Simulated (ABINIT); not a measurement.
A run of ABINIT 10.8.3 (patched build) is set up as follows.

run.abi

```
# Datasets: ground state, then fixed potential
ndtset 2

# Pseudopotentials
pp_dirpath "./"
pseudos "Ge.GGA_PBE-JTH.xml"

# Structure
acell 4.0006828887 4.0006828887 4.0006828887 Angstrom
rprim
     0.0000000000     0.7071067812     0.7071067812
     0.7071067812     0.0000000000     0.7071067812
     0.7071067812     0.7071067812     0.0000000000
ntypat 1
znucl 32
natom 2
typat 1 1
xred
     0.7500000000     0.7500000000     0.7500000000
     0.5000000000     0.5000000000     0.5000000000

# Plane-wave basis
ecut 20.0
pawecutdg 40.0

# Exchange and correlation
ixc -150130

# Bands and occupations
occopt 3
tsmear 0.00183747

# SCF cycle
nstep 100

# Output
iomode 3
prtwf 0
prteig 0
prtebands 0
enunit 1
prtden1 1

# Dataset 1
kptopt1 1
ngkpt1 8 8 8
nshiftk1 1
shiftk1 0.0 0.0 0.0
nband1 18
tolvrs1 1.0e-9

# Dataset 2: bands along G-X-W-K-G-L-U-W-L-K
iscf2 -2
getden2 1
nband2 22
nbdbuf2 2
tolwfr2 1.0e-12
kptopt2 -9
ndivsm2 5
prteig2 1
kptbounds2
     0.0000000000     0.0000000000     0.0000000000
     0.5000000000     0.0000000000     0.5000000000
     0.5000000000     0.2500000000     0.7500000000
     0.3750000000     0.3750000000     0.7500000000
     0.0000000000     0.0000000000     0.0000000000
     0.5000000000     0.5000000000     0.5000000000
     0.6250000000     0.2500000000     0.6250000000
     0.5000000000     0.2500000000     0.7500000000
     0.5000000000     0.5000000000     0.5000000000
     0.3750000000     0.3750000000     0.7500000000
```

Potentials or basis: JTH PAW PBE v2.0.

Launch:

```bash
$ abinit run.abi > log 2>&1
```

Problem. Estimate the band gap on the k mesh.

Solution. 0.04 eV, direct.

Levels at the corners of the path, in eV from the valence-band top:
| point | band 10 | band 11 | band 12 | band 13 | band 14 | band 15 | band 16 | band 17 | band 18 | band 19 |
| --- | --- | --- | --- | --- | --- | --- | --- | --- | --- | --- |
| Γ | -24.45 | -12.81 | 0.00 | 0.00 | 0.00 | 0.04 | 2.52 | 2.52 | 2.52 | 6.13 |
| X | -24.40 | -8.90 | -8.90 | -3.12 | -3.12 | 0.63 | 0.63 | 9.50 | 9.50 | 11.49 |
| W | -24.39 | -8.80 | -8.80 | -3.98 | -3.98 | 4.29 | 4.29 | 4.60 | 4.60 | 10.98 |
| K | -24.39 | -9.37 | -8.31 | -4.42 | -2.67 | 1.05 | 4.01 | 7.16 | 7.36 | 8.08 |
| Γ | -24.45 | -12.81 | 0.00 | 0.00 | 0.00 | 0.04 | 2.52 | 2.52 | 2.52 | 6.13 |
| L | -24.42 | -10.70 | -7.65 | -1.42 | -1.42 | 0.13 | 3.69 | 3.69 | 6.88 | 10.38 |
| U | -24.39 | -9.37 | -8.31 | -4.42 | -2.67 | 1.05 | 4.01 | 7.16 | 7.36 | 8.08 |
| W | -24.39 | -8.80 | -8.80 | -3.98 | -3.98 | 4.29 | 4.29 | 4.60 | 4.60 | 10.98 |
| L | -24.42 | -10.70 | -7.65 | -1.42 | -1.42 | 0.13 | 3.69 | 3.69 | 6.88 | 10.38 |
| K | -24.39 | -9.37 | -8.31 | -4.42 | -2.67 | 1.05 | 4.01 | 7.16 | 7.36 | 8.08 |

**Measured values to compare with.**

“Electronic and optical properties of SixGe1-x-ySny alloys lattice-matched to Ge”, 2021, arxiv:2109.02782 reports, for a bulk crystal of Ge at 293 K: band gap 0.666 eV (indirect).

Against the measured gap of Ge, 0.666 eV (indirect; 293 K; “Electronic and optical properties of SixGe1-x-ySny alloys lattice-matched to Ge”, 2021, arxiv:2109.02782), the calculated 0.04 eV is off by -0.62 eV. 3 values of this kind are on record (0.666 to 0.807 eV); this one was drawn at random among those near their median. Spin-orbit coupling on Ge is left out. The value is that of SOGGA on a finite k mesh, which can miss the band edges, without temperature or zero-point motion.
